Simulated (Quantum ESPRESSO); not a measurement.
# KTaO3 (Pm-3m): modes at Γ and the response to a field

Which modes does KTaO3 (Pm-3m) have at the zone centre?

Main program and level: Quantum ESPRESSO 7.5; DFT LDA, scalar-relativistic, plane waves, PseudoDojo norm-conserving pseudopotentials.

## 1. The starting structure

Symmetry: Pm-3m, No. 221, cubic system. Conventional cell: a = 3.988 Å, b = 3.988 Å, c = 3.988 Å, α = 90.00°, β = 90.00°, γ = 90.00°. Nearest to K lie 12 O at 2.82 Å. Nearest to Ta lie 6 O at 1.99 Å. Nearest to O lie 2 Ta at 1.99 Å and 4 K at 2.82 Å. Farther neighbours and most contacts between anions are not listed.

## 2. A first look

Before anything dear is run, a loose run with smearing shows whether this is a metal and how far the cell is from rest.

probe.in reads:

```
&CONTROL
  calculation = 'scf'
  prefix      = 'x'
  outdir      = './tmp'
  pseudo_dir  = './pseudo'
  tprnfor     = .true.
  tstress     = .true.
  verbosity   = 'high'
/
&SYSTEM
  ibrav       = 1
  celldm(1)   = 7.5367947
  nat         = 5
  ntyp        = 3
  ecutwfc     = 84.0
  occupations = 'smearing'
  smearing    = 'gaussian'
  degauss     = 0.01
/
&ELECTRONS
  conv_thr         = 1.0d-07
  mixing_beta      = 0.7
  electron_maxstep = 100
/
ATOMIC_SPECIES
 K      39.0983  K.upf
 Ta    180.9479  Ta.upf
 O      15.9990  O.upf
ATOMIC_POSITIONS crystal
 K      0.500000000   0.500000000   0.500000000
 Ta     0.000000000   0.000000000   0.000000000
 O      0.500000000   0.000000000   0.000000000
 O      0.000000000   0.500000000   0.000000000
 O      0.000000000   0.000000000   0.500000000
K_POINTS automatic
 4 4 4 0 0 0
```

Command:

```sh
OMP_NUM_THREADS=1 mpirun -n 4 pw.x -nk 4 -in probe.in > probe.out
```

Log:

```text
[banners, grids, parts of the stress and lines that vanish by symmetry left out]
Program PWSCF v.7.5
     bravais-lattice index     =            1
     lattice parameter (alat)  =       7.5368  a.u.
[...]
kinetic-energy cutoff     =      84.0000  Ry
     charge density cutoff     =     336.0000  Ry
     scf convergence threshold =      1.0E-07
[...]
Exchange-correlation= SLA  PW   NOGX NOGC
                           (   1   4   0   0   0   0   0)
[...]
48 Sym. Ops., with inversion, found
[...]
(     0          1          0      )
                  (     0          0          1      )
[...]
(  0.0000000  1.0000000  0.0000000 )
                  (  0.0000000  0.0000000  1.0000000 )
[...]
(     0         -1          0      )
                  (     0          0          1      )
[...]
( -1.0000000  0.0000000  0.0000000 )
                  (  0.0000000  1.0000000  0.0000000 )
[...]
number of k points=    10  Gaussian smearing, width (Ry)=  0.0100
[...]
End of self-consistent calculation
[...]
the Fermi energy is     9.2972 ev
!    total energy              =    -289.77281902 Ry
[...]
convergence has been achieved in   8 iterations
[...]
atom    1 type  1   force =     0.00000000    0.00000000    0.00000000
     atom    2 type  2   force =     0.00000000    0.00000000    0.00000000
     atom    3 type  3   force =     0.00000000    0.00000000    0.00000000
     atom    4 type  3   force =     0.00000000    0.00000000    0.00000000
     atom    5 type  3   force =     0.00000000    0.00000000    0.00000000
[...]
Total force =     0.000000     Total SCF correction =     0.000000
[...]
total   stress  (Ry/bohr**3)                   (kbar)     P=      -76.04
[...]
XML data file, charge density, pseudopotentials, collected wavefunctions

   JOB DONE.
```

Run time: 15 s. Hardware: 4 MPI ranks of Intel Xeon at 2.50GHz (Skylake/Cascade Lake), shared host; 58 s of CPU time.

Read from the output:

| Item | Value |
| --- | --- |
| volume per atom | 12.69 Å³ |
| pressure | -7.604 GPa |
| gap on the k-mesh | 2.071 eV |

A gap of 2.1 eV opens on this mesh, so the crystal is taken as an insulator; the start stands at -7.6 GPa.

## 3. Relaxing the cell and atoms

The relaxation runs at a cutoff a fifth above that of the response, since stress converges more slowly with the basis than frequencies do. Forces and stress are brought to rest with tight thresholds.

relax.in reads:

```
&CONTROL
  calculation   = 'vc-relax'
  prefix        = 'x'
  outdir        = './tmp'
  pseudo_dir    = './pseudo'
  tprnfor       = .true.
  tstress       = .true.
  forc_conv_thr = 2.0d-05
  etot_conv_thr = 1.0d-07
  nstep         = 40
/
&SYSTEM
  ibrav       = 1
  celldm(1)   = 7.5367947
  nat         = 5
  ntyp        = 3
  ecutwfc     = 101
  occupations = 'fixed'
  nbnd        = 22
/
&ELECTRONS
  conv_thr         = 1.0d-11
  mixing_beta      = 0.7
  electron_maxstep = 100
/
&IONS
/
&CELL
  press_conv_thr = 0.2
/
ATOMIC_SPECIES
 K      39.0983  K.upf
 Ta    180.9479  Ta.upf
 O      15.9990  O.upf
ATOMIC_POSITIONS crystal
 K      0.500000000   0.500000000   0.500000000
 Ta     0.000000000   0.000000000   0.000000000
 O      0.500000000   0.000000000   0.000000000
 O      0.000000000   0.500000000   0.000000000
 O      0.000000000   0.000000000   0.500000000
K_POINTS automatic
 6 6 6 0 0 0
```

Command:

```sh
OMP_NUM_THREADS=1 mpirun -n 4 pw.x -nk 4 -in relax.in > relax.out
```

Log:

```text
[banners, grids, parts of the stress and lines that vanish by symmetry left out]
[banner, memory and clock lines left out]
Program PWSCF v.7.5

[...]
kinetic-energy cutoff     =     101.0000  Ry
     charge density cutoff     =     404.0000  Ry
     scf convergence threshold =      1.0E-11
[...]
energy convergence thresh.=      1.0E-07
     force convergence thresh. =      2.0E-05
     press convergence thresh. =      2.0E-01
     Exchange-correlation= SLA  PW   NOGX NOGC
                           (   1   4   0   0   0   0   0)
[...]
48 Sym. Ops., with inversion, found
[...]
number of k points=    20
[...]
End of self-consistent calculation
[...]
highest occupied, lowest unoccupied level (ev):     8.3724   10.4596
!    total energy              =    -289.77468388 Ry
[...]
convergence has been achieved in  16 iterations
[...]
atom    1 type  1   force =     0.00000000    0.00000000    0.00000000
     atom    2 type  2   force =     0.00000000    0.00000000    0.00000000
     atom    3 type  3   force =     0.00000000    0.00000000    0.00000000
     atom    4 type  3   force =     0.00000000    0.00000000    0.00000000
     atom    5 type  3   force =     0.00000000    0.00000000    0.00000000
     Total force =     0.000000     Total SCF correction =     0.000000
[...]
total   stress  (Ry/bohr**3)                   (kbar)     P=      -76.34
[...]
number of bfgs steps    =   0
[...]
CELL_PARAMETERS (alat=  7.53679470)
[...]
ATOMIC_POSITIONS (crystal)
K                0.5000000000        0.5000000000        0.5000000000
Ta               0.0000000000        0.0000000000        0.0000000000
O                0.5000000000        0.0000000000        0.0000000000
O                0.0000000000        0.5000000000        0.0000000000
[...]
New effective cutoffs (rho, wfc):  414.48  103.64
[...]
End of self-consistent calculation
[...]
highest occupied, lowest unoccupied level (ev):     8.9195   11.0883
!    total energy              =    -289.77892343 Ry
[...]
convergence has been achieved in  11 iterations
[...]
atom    1 type  1   force =     0.00000000    0.00000000    0.00000000
     atom    2 type  2   force =     0.00000000    0.00000000    0.00000000
     atom    3 type  3   force =     0.00000000    0.00000000    0.00000000
     atom    4 type  3   force =     0.00000000    0.00000000    0.00000000
     atom    5 type  3   force =     0.00000000    0.00000000    0.00000000
     Total force =     0.000000     Total SCF correction =     0.000000
[...]
total   stress  (Ry/bohr**3)                   (kbar)     P=        3.39
[...]
number of bfgs steps    =   1
[...]
CELL_PARAMETERS (alat=  7.53679470)
[...]
ATOMIC_POSITIONS (crystal)
[...]
New effective cutoffs (rho, wfc):  414.03  103.53
[...]
End of self-consistent calculation
[...]
highest occupied, lowest unoccupied level (ev):     8.8963   11.0617
!    total energy              =    -289.77893065 Ry
[...]
convergence has been achieved in  10 iterations
[...]
atom    1 type  1   force =     0.00000000    0.00000000    0.00000000
     atom    2 type  2   force =     0.00000000    0.00000000    0.00000000
     atom    3 type  3   force =     0.00000000    0.00000000    0.00000000
     atom    4 type  3   force =     0.00000000    0.00000000    0.00000000
[...]
Total force =     0.000000     Total SCF correction =     0.000000
[...]
total   stress  (Ry/bohr**3)                   (kbar)     P=       -0.23
[...]
number of bfgs steps    =   2
[...]
CELL_PARAMETERS (alat=  7.53679470)
[...]
ATOMIC_POSITIONS (crystal)
[...]
New effective cutoffs (rho, wfc):  414.06  103.53
[...]
End of self-consistent calculation
[...]
highest occupied, lowest unoccupied level (ev):     8.8978   11.0634
!    total energy              =    -289.77893068 Ry
[...]
convergence has been achieved in   6 iterations
[...]
atom    3 type  3   force =     0.00000000    0.00000000    0.00000000
     atom    4 type  3   force =     0.00000000    0.00000000    0.00000000
     atom    5 type  3   force =     0.00000000    0.00000000    0.00000000
     Total force =     0.000000     Total SCF correction =     0.000000
[...]
total   stress  (Ry/bohr**3)                   (kbar)     P=       -0.00
[...]
bfgs converged in   4 scf cycles and   3 bfgs steps
[...]
End of BFGS Geometry Optimization
     Final enthalpy           =    -289.7789306779 Ry
     File ./tmp/x.bfgs deleted, as requested
[...]
CELL_PARAMETERS (alat=  7.53679470)
[...]
ATOMIC_POSITIONS (crystal)
[...]
O                0.0000000000        0.5000000000        0.0000000000
O                0.0000000000        0.0000000000        0.5000000000
[...]
Final scf calculation at the relaxed structure.
[...]
kinetic-energy cutoff     =     101.0000  Ry
     charge density cutoff     =     404.0000  Ry
     scf convergence threshold =      1.0E-13
[...]
press convergence thresh. =      2.0E-01
     Exchange-correlation= SLA  PW   NOGX NOGC
                           (   1   4   0   0   0   0   0)
[...]
48 Sym. Ops., with inversion, found
[...]
number of k points=    20
[...]
End of self-consistent calculation
[...]
highest occupied, lowest unoccupied level (ev):     8.8978   11.0634
!    total energy              =    -289.77892190 Ry
[...]
convergence has been achieved in  18 iterations
[...]
atom    1 type  1   force =     0.00000000    0.00000000    0.00000000
     atom    2 type  2   force =     0.00000000    0.00000000    0.00000000
     atom    3 type  3   force =     0.00000000    0.00000000    0.00000000
     atom    4 type  3   force =     0.00000000    0.00000000    0.00000000
     atom    5 type  3   force =     0.00000000    0.00000000    0.00000000
     Total force =     0.000000     Total SCF correction =     0.000000
[...]
total   stress  (Ry/bohr**3)                   (kbar)     P=       -0.01
[...]
XML data file, charge density, pseudopotentials, collected wavefunctions
```

It took 3.1 min on 4 MPI ranks.

Relaxation path:

```csv
step,energy less that of the first step (eV),largest force (eV/Å),pressure (GPa),volume (Å³)
1,0.0000,0.0000,-7.63,63.44
2,-0.0577,0.0000,0.34,61.00
3,-0.0578,0.0000,-0.02,61.10
4,-0.0578,0.0000,0.00,61.10
5,-0.0577,0.0000,0.00,61.10
```

```csv
"conventional cell, symmetrised",before,after,change
a (Å),3.988,3.939,-1.2 %
b (Å),3.988,3.939,-1.2 %
c (Å),3.988,3.939,-1.2 %
volume (Å³/atom),12.69,12.22,-3.7 %
```

The relaxed structure:

```xyz
5
Lattice="3.9386 0.0000 0.0000 0.0000 3.9386 0.0000 0.0000 0.0000 3.9386" Properties=species:S:1:pos:R:3 pbc="T T T"
K     1.9693    1.9693    1.9693
Ta    0.0000    0.0000    0.0000
O     1.9693    0.0000    0.0000
O     0.0000    1.9693    0.0000
O     0.0000    0.0000    1.9693
```

The last row of the table of steps is pw.x's closing run on a basis chosen anew for the final cell, so its energy can jump.

This step gave:

```
volume per atom   : 12.22 Å³
pressure          : -0.001 GPa
gap on the k-mesh : 2.166 eV
```

The volume changes by -3.7 % from the cell with which this run began.

## 4. Ground state

Perturbation theory inherits every error of the wavefunctions, so the threshold is set near the limit of the arithmetic. With a gap, occupations are fixed, which also allows the response to an electric field.

scf.in reads:

```
&CONTROL
  calculation = 'scf'
  prefix      = 'x'
  outdir      = './tmp'
  pseudo_dir  = './pseudo'
  tprnfor     = .true.
  tstress     = .true.
/
&SYSTEM
  ibrav       = 1
  celldm(1)   = 7.44281436
  nat         = 5
  ntyp        = 3
  ecutwfc     = 84.0
  occupations = 'fixed'
  nbnd        = 22
/
&ELECTRONS
  conv_thr         = 1.0d-12
  mixing_beta      = 0.7
  electron_maxstep = 100
/
ATOMIC_SPECIES
 K      39.0983  K.upf
 Ta    180.9479  Ta.upf
 O      15.9990  O.upf
ATOMIC_POSITIONS crystal
 K      0.500000000   0.500000000   0.500000000
 Ta     0.000000000   0.000000000   0.000000000
 O      0.500000000   0.000000000   0.000000000
 O      0.000000000   0.500000000   0.000000000
 O      0.000000000   0.000000000   0.500000000
K_POINTS automatic
 6 6 6 0 0 0
```

Command:

```sh
OMP_NUM_THREADS=1 mpirun -n 4 pw.x -nk 4 -in scf.in > scf.out
```

Log:

```text
[banners, grids, parts of the stress and lines that vanish by symmetry left out]
[banner, memory and clock lines left out]
Program PWSCF v.7.5

[...]
kinetic-energy cutoff     =      84.0000  Ry
     charge density cutoff     =     336.0000  Ry
     scf convergence threshold =      1.0E-12
[...]
Exchange-correlation= SLA  PW   NOGX NOGC
                           (   1   4   0   0   0   0   0)
[...]
48 Sym. Ops., with inversion, found
[...]
number of k points=    20
[...]
End of self-consistent calculation
[...]
highest occupied, lowest unoccupied level (ev):     8.8977   11.0634
!    total energy              =    -289.77882468 Ry
[...]
convergence has been achieved in  19 iterations
[...]
atom    1 type  1   force =     0.00000000    0.00000000    0.00000000
     atom    2 type  2   force =     0.00000000    0.00000000    0.00000000
     atom    3 type  3   force =     0.00000000    0.00000000    0.00000000
     atom    4 type  3   force =     0.00000000    0.00000000    0.00000000
     atom    5 type  3   force =     0.00000000    0.00000000    0.00000000
     Total force =     0.000000     Total SCF correction =     0.000000
[...]
total   stress  (Ry/bohr**3)                   (kbar)     P=       -0.29
[...]
XML data file, charge density, pseudopotentials, collected wavefunctions
```

Wall time 46 s (4 MPI ranks).

Numbers from this step:

```
pressure : -0.02900 GPa
```

The cell stands at -0.029 GPa, close enough for phonons.

[end of part 1 of 2]

[Host names and launcher messages were left out of these logs when they were recorded.]

[Logs are printed without paths, hosts, clocks, repeated set-up lines and the standing remarks that a program may print on its own settings, such as how far it seeks lower states.]

[Hosts, paths, dates, database ids (printed as entryN), source tags and the programs' standing remarks are cut or masked in the printed files.]
